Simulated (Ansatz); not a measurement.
Crystal: BaTiO3.

```
Ba Ti O
1.0
     2.82767   -4.89766    0.00000
     5.65534    0.00000    0.00000
     2.82767   -1.63255    4.63546
Ba Ti O
2 2 6
Direct
  0.91779 0.96775 0.97384
  0.57743 0.65456 0.34893
  0.85544 0.70465 0.78241
  0.22545 0.19420 0.34593
  0.10784 0.46592 0.94252
  0.52682 0.06235 0.36076
  0.62665 0.39895 0.01957
  0.86137 0.04878 0.56098
  0.50458 0.98890 0.05292
  0.81793 0.53523 0.54825
```

```yaml
Program: Ansatz 0.2.0
Task: relaxation of cell and atoms
Functional: BLYP
Dispersion: D3(BJ)
Potentials_or_basis: Ansatz PAW
Cutoff: "420 eV (not typed: the program's choice for these potentials)"
k_mesh: 6 × 6 × 6
Occupations: fermi-dirac, width 0.05 eV
Spin: no spin polarisation
```

At the start: volume 12.84 Å³/atom.

How do energy, volume and symmetry change on relaxing?

It ends after 12 steps and the volume is 13.07 Å³/atom (+1.8 %); space group R3m (No. 160, to 0.05 Å).

The path:
| step | energy change (eV) | largest force (eV/Å) | volume (Å³) |
| --- | --- | --- | --- |
| 1 | 0.0000 | 21.3737 | 128.39 |
| 2 | -11.4438 | 11.7045 | 135.07 |
| 3 | -18.6940 | 6.3722 | 139.36 |
| 4 | -22.6229 | 3.3827 | 139.49 |
| 5 | -24.9064 | 1.6176 | 135.49 |
| 6 | -25.9767 | 0.5352 | 130.31 |
| 7 | -26.0712 | 0.3068 | 129.70 |
| 8 | -26.1177 | 0.0322 | 130.58 |
| 9 | -26.1183 | 0.0057 | 130.58 |
| 10 | -26.1277 | 0.0058 | 130.58 |
| 11 | -26.1274 | 0.0009 | 130.65 |
| 12 | -26.1277 | 0.0010 | 130.65 |

Final structure:
```cif
data_structure
_symmetry_space_group_name_H-M 'P 1'
_symmetry_Int_Tables_number 1
_cell_length_a 5.6866
_cell_length_b 5.7049
_cell_length_c 5.6864
_cell_angle_alpha 60.108
_cell_angle_beta 60.000
_cell_angle_gamma 60.103
_cell_volume 130.65
loop_
_atom_site_label
_atom_site_type_symbol
_atom_site_fract_x
_atom_site_fract_y
_atom_site_fract_z
_atom_site_occupancy
Ba1 Ba 0.00566 0.99147 0.99718 1
Ba2 Ba 0.50566 0.49147 0.49718 1
Ti1 Ti 0.76183 0.72292 0.75338 1
Ti2 Ti 0.26183 0.22292 0.25338 1
O1 O 0.99520 0.51542 0.98666 1
O2 O 0.49520 0.01542 0.48666 1
O3 O 0.50276 0.51542 0.98665 1
O4 O 0.00275 0.01543 0.48665 1
O5 O 0.49521 0.01542 0.99418 1
O6 O 0.99521 0.51542 0.49418 1
```

Caveat: the plane-wave basis is chosen anew once the cell has moved, so the energies of steps on either side of that aren't comparable; the pressure holds a Pulay correction of +0.6 GPa for the finite cutoff; the PAW data sets come from PBE, with cores solved anew for the run's functional, which leaves a small shift of forces and pressure.
